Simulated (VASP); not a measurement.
ZnS (Wurtzite-2H), 4 atoms in the cell. The structure is hexagonal, space group P6_3mc (No. 186). The conventional cell has a = 3.811 Å, b = 3.811 Å, c = 6.234 Å, α = 90.00°, β = 90.00°, γ = 120.00°. Around Zn (site symmetry 3m) lie 4 S at 2.31 to 2.40 Å. S (site symmetry 3m) is surrounded by 4 Zn at 2.31 to 2.40 Å. 

| Property | Result |
| --- | --- |
| Program | VASP 6.6.1 |
| Task | relaxation of cell and atoms |
| Functional | PBE |
| Potentials or basis | VASP PAW PBE potentials, release 64 (Zn, S_h) |
| Cutoff | 980 eV |
| k mesh | 8 × 8 × 5 |
| Occupations | fermi-dirac, width 0.05 eV |
| Spin | no spin polarisation |
| Further INCAR settings | ALGO = Fast; EDIFF = 1e-06; IBRION = 2; EDIFFG = -0.02; NSW = 40; ISIF = 3 |

Potentials or basis: VASP PAW PBE potentials, release 64 (Zn, S_h).

Run with:

```bash
$ cat potpaw_PBE.64/Zn/POTCAR potpaw_PBE.64/S_h/POTCAR > POTCAR
$ mpirun -np 1 vasp_std > vasp.out
```

Hardware: 1 thread of Intel(R) Xeon(R) 6975P-C (Granite Rapids) (shared host).

**Question.** How long does it take, and how much memory?

**Answer.** Wall time 8.8 min on 1 thread of Intel(R) Xeon(R) 6975P-C (Granite Rapids), on a shared host, peak memory 0.4 GiB. Counts: scf iterations 95, k points 30, ion steps 11.
